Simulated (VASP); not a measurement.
# SiC in VASP: relaxing the cell with several functionals

The task here is to estimate one member of a computed series from the others.

The runs shown are made with VASP 6.6.1. PAW datasets, plane waves, zero pressure. All values are calculated for a non-magnetic cell, which may be hypothetical.

**The cell**

Space group Pm-3m (No. 221), cubic; a = 2.364 Å in the conventional setting, 6.60 Å³ an atom. Around Si lie 8 C at 2.05 Å; around C lie 8 Si at 2.05 Å.

As a file:

```xyz
2
Lattice="2.3637 0.0000 0.0000 0.0000 2.3637 0.0000 0.0000 0.0000 2.3637" Properties=species:S:1:pos:R:3 pbc="T T T"
Si    0.0000    0.0000    0.0000
C     1.1818    1.1818    1.1818
```

The first run:

INCAR reads:

```
ENCUT = 600.000000
SIGMA = 0.020000
EDIFF = 1.00e-07
EDIFFG = -5.00e-03
GGA = PE
PREC = Accurate
IBRION = 2
ISIF = 3
ISMEAR = -1
NBANDS = 11
NELM = 120
NSW = 40
LASPH = .TRUE.
LCHARG = .FALSE.
LWAVE = .FALSE.
LREAL = .FALSE.
```

KPOINTS reads:

```
KPOINTS created by Atomic Simulation Environment
0
Gamma
10 10 10
0 0 0
```

POSCAR reads:

```
Si C
 1.0000000000000000
     2.3636662286000001    0.0000000000000000    0.0000000000000000
     0.0000000000000000    2.3636662286000001    0.0000000000000000
     0.0000000000000000    0.0000000000000000    2.3636662286000001
 Si  C
   1   1
Cartesian
  0.0000000000000000  0.0000000000000000  0.0000000000000000
  1.1818331143000000  1.1818331143000000  1.1818331143000000
```

The run uses the recommended PBE PAW datasets (8 valence electrons a neutral cell).

On the command line:

```bash
$ mpirun -np 1 vasp_std
```

Steps of the session up to this table: Relaxation with PBE; Relaxation with r2SCAN; PBEsol: cell and atoms; Relaxing with LDA.

One table of the session follows, with a row left open; its other results are not shown here.

It belongs to the step «The relaxed cells». 

```
 level  a (Å)  volume (Å³/atom)
   PBE  2.645             9.248
r2SCAN  2.621             8.999
PBEsol      ?                 ?
   LDA  2.605             8.834
```

Q: Estimate the row for PBEsol from the others.

The run gave: a (Å): 2.619; volume (Å³/atom): 8.987. In the column «a (Å)» it lies between LDA (2.605) and r2SCAN (2.621).

LDA gives the smallest cell and PBE the largest, 4.7 % apart in volume. LDA's volume lies 4.5 % below PBE's.
